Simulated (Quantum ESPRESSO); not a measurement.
Crystal: Mo.

```
Mo
1.0
    -1.58381    1.58381    1.58381
     1.58381   -1.58381    1.58381
     1.58381    1.58381   -1.58381
Mo
1
Direct
  0.00000 0.00000 0.00000
```

* Program: Quantum ESPRESSO 7.5
* Task: single point
* Functional: PBE
* Potentials or basis: SSSP 1.3 efficiency PBE
* Cutoff: 816 eV
* Density cutoff: 3265 eV
* k mesh: 12 × 12 × 12
* Occupations: fermi-dirac, width 0.05 eV
* Spin: no spin polarisation

On this cell: pressure -2.0 GPa; band gap on the k mesh none (metal or under the smearing width).

The same run follows on a disturbed copy (cell strained at random at fixed volume):

```xyz
1
Lattice="-1.5944 1.5913 1.5845 1.6124 -1.5431 1.5543 1.6066 1.5553 -1.5363" Properties=species:S:1:pos:R:3 pbc="T T T"
Mo   -0.0831   -0.0073   -0.0091
```

Problem. What does the disturbed cell give?

Solution. The energy (extrapolated to zero smearing) moves by +12.4 meV/atom; pressure -1.8 GPa; band gap on the k mesh none (metal or under the smearing width).

Stress tensor (GPa, compression positive):
```
-7.08 -0.83 -1.27
-0.83  0.38 -3.20
-1.27 -3.20  1.28
```
